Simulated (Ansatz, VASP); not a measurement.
## BP: VASP beside Ansatz

```xyz
2
Lattice="0.0000 2.2661 2.2661 2.2661 0.0000 2.2661 2.2661 2.2661 0.0000" Properties=species:S:1:pos:R:3 pbc="T T T"
B     0.0000    0.0000    0.0000
P     1.1330    1.1330    1.1330
```

The cell is a database's computed one.

Alike in both runs: task relaxation of cell and atoms; functional PBEsol; k mesh 10 × 10 × 10; occupations gaussian, width 0.02 eV; no spin polarisation.

```csv
,VASP,Ansatz
version,VASP 6.6.1,Ansatz 0.2.0
potentials or method,"VASP PAW PBE potentials, release 64 (B, P)","scalar-relativistic, plane waves, PAW"
plane-wave cutoff (eV),600,420
valence electrons in the cell,8,8
```

```csv
,VASP,Ansatz,Ansatz less VASP
"gap on the k mesh at the Fermi level, each at its own relaxed structure (eV)",1.12,1.12,+0.003
relaxed volume (Å³/atom),11.55,11.54,-0.007
relaxed cell length with the largest relative difference (Å),3.197,3.196,-0.0006
```

Caveats: the PAW data sets were made with another functional, which shifts forces and pressure a little (VASP). A k mesh can miss the band edges.
